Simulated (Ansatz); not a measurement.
Ni:

```
CELL_PARAMETERS angstrom
-1.38372 1.38372 1.38372
1.38372 -1.38372 1.38372
1.38372 1.38372 -1.38372
ATOMIC_POSITIONS crystal
Ni 0.00000 0.00000 0.00000
```

This isn't the form of Ni at room conditions, which is fcc.

Base run:

| Item | Value |
| --- | --- |
| Program | Ansatz 0.2.0 |
| Functional | PBE |
| Potentials or basis | Ansatz PAW |
| Cutoff | 420 eV (not typed: the program's choice for these potentials) |
| k mesh | 13 × 13 × 13 |
| Occupations | fermi-dirac, width 0.05 eV |
| Spin | no spin polarisation |

Its results: band gap on the k mesh none (metal or under the smearing width); pressure 5.8 GPa.

Problem. The run is repeated on the same cell with these changes: spin from no spin polarisation to collinear spin, ferromagnetic start. What comes out?

Solution. Band gap on the k mesh none (metal or under the smearing width); pressure 7.8 GPa; net moment 0.59 μB per cell; site moments Ni +0.62 μB.
